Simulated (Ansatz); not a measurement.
# MgO: the cost of one run

Program: the Python package of Ansatz 0.2.0. Level of theory: DFT PBEsol, plane waves, PAW. These are calculated values, not measurements.

## Step 1: Starting point

Symmetry: P-6m2, No. 187, hexagonal system. The conventional cell has a = 2.938 Å, b = 2.938 Å, c = 2.680 Å, α = 90.00°, β = 90.00°, γ = 120.00°. Mg (site symmetry -6m2) is surrounded by 6 O at 2.16 Å. O (site symmetry -6m2) is surrounded by 6 Mg at 2.16 Å.

Input file mgo.extxyz:

```xyz
2
Lattice="2.9380209 0.0 0.0 -1.46901045 2.54440074 0.0 0.0 0.0 2.67968" Properties=species:S:1:pos:R:3 pbc="T T T"
Mg    0.00000000    0.00000000    0.00000000
O    -0.00000001    1.69626717    1.33984000
```

## Step 2: The code

Input file mgo_phonons.py:

```python
"""Phonons of MgO by finite displacements."""

from pathlib import Path
import warnings

import ansatz as az
import numpy as np


def main() -> None:
    warnings.simplefilter("ignore", az.DeckWarning)

    structure = az.Crystal.from_extxyz("mgo.extxyz")
    path = [
        ("G", (0.0, 0.0, 0.0)),
        ("M", (0.5, 0.0, 0.0)),
        ("K", (0.33333, 0.33333, 0.0)),
        ("G", (0.0, 0.0, 0.0)),
        ("A", (0.0, 0.0, 0.5)),
        ("L", (0.5, 0.0, 0.5)),
        ("H", (0.33333, 0.33333, 0.5)),
        ("A", (0.0, 0.0, 0.5)),
    ]

    # the k mesh has to be a multiple of the supercell
    setup = structure.calculation()
    setup = setup.functional("PBEsol")
    setup = setup.pseudopotentials("paw")
    setup = setup.basis(530)
    setup = setup.accuracy("medium")
    setup = setup.occupations(az.OccupationsMethod.METHFESSEL_PAXTON, width=0.05).scf(extra_bands=16)
    setup = setup.kpoints(6, 6, 6)
    setup = setup.phonons("fd", supercell=2, path=[q for _, q in path], intervals=4, temperatures=(0, 1000, 100))
    out = setup.run(threads=1, backend="cpu", runs_dir="phonon_runs")
    folder = Path(out.output_folder) / "results"
    ph = out.phonons

    for mode, w in enumerate(ph.gamma_omega_inv_cm, start=1):
        print(f"Gamma mode {mode:2d}: {w:8.1f} 1/cm  {w / 33.35641:7.3f} THz")
    print(f"{ph.n_members} displaced supercells, sum-rule residual {ph.asr_residual_pre_ev_ang2:.1e} eV/A^2")
    table = np.loadtxt(folder / "phbands.tsv", comments="#")
    n_modes = len(ph.gamma_omega_inv_cm)
    omega = table[:, 1 : 1 + n_modes]
    print("q distance and wavenumbers (1/cm)")
    for row in table[::2]:
        print(f"{row[0]:7.3f}", " ".join(f"{v:7.1f}" for v in row[1 : 1 + n_modes]))
    # a negative number stands for an imaginary frequency
    print(f"lowest {omega.min():.1f}, highest {omega.max():.1f} 1/cm on the path;", "unstable" if omega.min() < -10 else "no imaginary branch")
    sums = ph.harmonic_sums
    print(f"zero-point energy {1000 * sums.zero_point_energy_ev:.2f} meV per cell")
    t, f_vib = np.asarray(sums.temperatures_k), np.asarray(sums.vibrational_free_energy_ev)
    for temperature, value in zip(t, f_vib):
        print(f"T = {temperature:6.0f} K   F_vib = {1000 * value:9.2f} meV per cell")


if __name__ == "__main__":
    main()
```

## Step 3: The calls as engine input

The package turns the script's settings into the engine's input:

```yaml
crystal:
  lattice:
    - [2.9380209, 0.0, 0.0]
    - [-1.46901045, 2.54440074, 0.0]
    - [0.0, 0.0, 2.67968]
  atoms:
    - { symbol: Mg, position: [0.0, 0.0, 0.0] }
    - { symbol: O, position: [0.33333333189478087, 0.6666666705968652, 0.5] }
accuracy: medium
basis:
  ecutwfc: 530.0
kpoints:
  mp_grid:
    grid: [6, 6, 6]
hamiltonian:
  xc: pbesol
  pseudopotentials:
    kind: paw
scf:
  n_extra_bands: 16
  occupations:
    method: methfessel_paxton
    width: 0.05
phonons:
  method: fd
  supercell: [2, 2, 2]
  qpath:
    path:
      - [0.0, 0.0, 0.0]
      - [0.5, 0.0, 0.0]
      - [0.33333, 0.33333, 0.0]
      - [0.0, 0.0, 0.0]
      - [0.0, 0.0, 0.5]
      - [0.5, 0.0, 0.5]
      - [0.33333, 0.33333, 0.5]
      - [0.0, 0.0, 0.5]
    npoints: 4
  temperatures:
    t_min: 0.0
    t_max: 1000.0
    t_step: 100.0
```

## Step 4: Running it

Run with:

```
> python mgo_phonons.py
```

What time and memory should one allow on 1 thread of Arm Neoverse V1, shared host?

About 1.9 min, with a peak of 1.1 GiB.
